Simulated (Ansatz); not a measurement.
# Pd: equation of state with RPBE+D4

The system is Pd.

```
Pd
1.0
     0.00000    1.94650    1.94650
     1.94650    0.00000    1.94650
     1.94650    1.94650    0.00000
Pd
1
Direct
  0.00000 0.00000 0.00000
```

```json
{
  "Program": "Ansatz 0.2.0",
  "Task": "equation of state",
  "Functional": "RPBE",
  "Dispersion": "D4",
  "Potentials or basis": "Ansatz PAW",
  "Cutoff": "420 eV",
  "Density cutoff": "1680 eV",
  "k mesh": "12 × 12 × 12",
  "Occupations": "fermi-dirac, width 0.05 eV",
  "Spin": "no spin polarisation"
}
```

```yaml
Equilibrium_volume: 14.90 Å³/atom
Bulk_modulus: 180 GPa
Pressure_derivative_of_the_bulk_modulus: 5.5
```

Energy against volume, from the lowest point:
```tsv
volume (Å³/atom)	energy (meV/atom)
13.865	46.60
14.160	22.43
14.455	7.31
14.750	0.15
15.045	0.00
15.340	6.02
15.635	17.47
```

All runs of the series together: 5.6 s on 2 threads of Arm Neoverse V1 (shared host).

Caveat: the potentials were made for another functional, which shifts forces and pressure. Zero-point motion and thermal expansion aren't in these numbers.
